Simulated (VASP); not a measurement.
GaS: phonons with LDA

The system is GaS.

```
Ga S
1.0
     3.53619    0.00000    0.00000
    -1.76810    3.06243    0.00000
     0.00000    0.00000   15.25280
Ga S
4 4
Direct
  0.33333 0.66667 0.17097
  0.66667 0.33333 0.67097
  0.33333 0.66667 0.32903
  0.66667 0.33333 0.82903
  0.33333 0.66667 0.60016
  0.66667 0.33333 0.10016
  0.33333 0.66667 0.89984
  0.66667 0.33333 0.39984
```

```json
{
 "Program": "VASP 6.6.1",
 "Task": "phonons",
 "Functional": "LDA",
 "Potentials or basis": "VASP PAW LDA potentials, release 64 (Ga_d, S)",
 "Cutoff": "600 eV",
 "k mesh": "9 × 9 × 2",
 "Occupations": "gaussian, width 0.03 eV",
 "Spin": "no spin polarisation",
 "By perturbation theory": "no",
 "Further INCAR settings": "ALGO = Fast; EDIFF = 1e-08; IBRION = 6; POTIM = 0.015; NSW = 1"
}
```

```yaml
Relaxed_volume: 20.62 Å³/atom
Relaxed_cell: a = 3.537 Å, b = 3.537 Å, c = 15.231 Å, α = 90.00°, β = 90.00°, γ = 120.00°
Space_group_after_relaxing_to_0.05_Å: P6_3/mmc (No. 194)
Highest_phonon_frequency_at_Γ_LO-TO_splitting_left_out: 366 cm⁻¹
```

Final structure:
```
Ga S
1.0
     3.53667    0.00000    0.00000
    -1.76834    3.06285    0.00000
     0.00000    0.00000   15.23136
Ga S
4 4
Direct
  0.33333 0.66667 0.17085
  0.66667 0.33333 0.67085
  0.33333 0.66667 0.32915
  0.66667 0.33333 0.82915
  0.33333 0.66667 0.59996
  0.66667 0.33333 0.09996
  0.33333 0.66667 0.90004
  0.66667 0.33333 0.40004
```

Phonon frequencies in cm⁻¹ (negative: imaginary):
```
              q point                                                                         frequencies
(0.000, 0.000, 0.000)  0 0 0 25 25 45 70 70 73 73 182 189 294 294 295 295 299 299 299 299 324 340 365 366
```

It took 58 min on 2 MPI ranks on Intel(R) Xeon(R) Platinum 8488C (Sapphire Rapids), with other jobs on the host, peak memory 0.95 GiB a rank.
